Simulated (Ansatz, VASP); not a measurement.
# AlNi in VASP and in Ansatz

```
Al Ni
1.0
     2.89309    0.00000    0.00000
     0.00000    2.89309    0.00000
     0.00000    0.00000    2.89309
Al Ni
1 1
Cartesian
  1.4465 1.4465 1.4465
  0.0000 0.0000 0.0000
```

Alike in both runs: functional PBE; k mesh 14 × 14 × 14; occupations gaussian, width 0.1 eV; no spin polarisation.

Ansatz relaxed the structure, and its values are those at the end. VASP's run is a single point on that final structure, the one shown.

|  | VASP | Ansatz |
| --- | --- | --- |
| version | VASP 6.6.1 | Ansatz 0.2.0 |
| potentials or method | VASP PAW PBE potentials, release 64 (Al, Ni) | scalar-relativistic, plane waves, PAW |
| plane-wave cutoff (eV) | 520 | 420 |
| valence electrons in the cell | 13 | 21 |

|  | VASP | Ansatz | Ansatz less VASP |
| --- | --- | --- | --- |
| gap on the k mesh at the Fermi level (eV) | none | none | - |
| pressure (GPa) | 0.0 | 0.0 | 0.00 |

A gap of «none» marks a metal or a gap that the smearing closes. With one functional, cell and mesh, what is left measures potentials, basis and numerics. The two sets of potentials don't hold the same shells in valence.

Spin polarisation is off, so any magnetic state and its effect on volume and gap are missing.
